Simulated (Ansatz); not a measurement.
# ZrS2: the cost of one run

Computed with Ansatz 0.2.0 (DFT LDA, frozen-core PAW, scalar-relativistic unless said, unless a step's input says otherwise).

## 1. The system as given

It takes space group P-3m1 (No. 164, trigonal). Conventional cell: a = 3.691 Å, b = 3.691 Å, c = 6.041 Å, α = 90.00°, β = 90.00°, γ = 120.00°. Zr (site symmetry -3m) is surrounded by 6 S at 2.57 Å. S (site symmetry 3m) is surrounded by 3 Zr at 2.57 Å.

As a file:

```xyz
3
Lattice="3.6914 0.0000 0.0000 -1.8457 3.1968 0.0000 0.0000 0.0000 6.0411" Properties=species:S:1:pos:R:3 pbc="T T T"
Zr    0.0000    0.0000    0.0000
S     1.8457    1.0656    4.6038
S     0.0000    2.1312    1.4372
```

Cartesian axes are those of the input's lattice vectors. The structure goes back to a database entry.

## 2. Cell and atoms relaxed, PAW

Contents of input.yaml:

```yaml
crystal:
  lattice:
    - [3.69138254979, 0.0, 0.0]
    - [-1.8456912749, 3.19683106321, 0.0]
    - [0.0, 0.0, 6.04107701]
  atoms:
    - { symbol: Zr, position: [0.0, 0.0, 0.0] }
    - { symbol: S, position: [0.666666666667, 0.333333333333, 0.76209003] }
    - { symbol: S, position: [0.333333333333, 0.666666666667, 0.23790997] }
kpoints:
  mp_grid: { grid: [12, 12, 6] }
scf:
  occupations: { method: fermi_dirac, width: 0.05 }
hamiltonian:
  xc: lda
  pseudopotentials: { kind: paw }
relax:
  f_tol: 0.002
  max_steps: 80
  cell: {}
output:
  forces: true
  stress: true
```

On the command line:

```
$ ansatz run input.yaml --threads 1 --pin off --max-ram 3072MiB --backend cpu --events-out ev --progress --plain --runs-dir out
```

What time and memory should one allow on 1 thread of Arm Neoverse V2, shared host?

About 28 s, with a peak of 0.39 GiB.
